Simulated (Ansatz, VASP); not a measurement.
## NaH in VASP and in Ansatz

```xyz
2
Lattice="0.0000 2.2467 2.2467 2.2467 0.0000 2.2467 2.2467 2.2467 0.0000" Properties=species:S:1:pos:R:3 pbc="T T T"
Na    0.0000    0.0000    0.0000
H     2.2467    2.2467    2.2467
```

Alike in both runs: task single point; functional PBEsol; k mesh 10 × 10 × 10; occupations gaussian, width 0.02 eV; no spin polarisation.

```csv
,VASP,Ansatz
version,VASP 6.6.1,Ansatz 0.2.0
potentials or method,"VASP PAW PBE potentials, release 64 (Na_pv, H)","scalar-relativistic, plane waves, PAW"
plane-wave cutoff (eV),520,420
valence electrons in the cell,8,10
```

|  | VASP | Ansatz | Ansatz less VASP |
| --- | --- | --- | --- |
| gap on the k mesh at the Fermi level (eV) | 3.94 | 3.95 | +0.003 |
| least direct gap on the mesh (eV) | 4.91 | 4.91 | +0.003 |
| pressure (GPa) | 6.7 | 6.6 | -0.01 |

The two sets of potentials don't hold the same shells in valence.

Caveats: the PAW data sets were made with another functional, which shifts forces and pressure a little (VASP). A k mesh can miss the band edges.
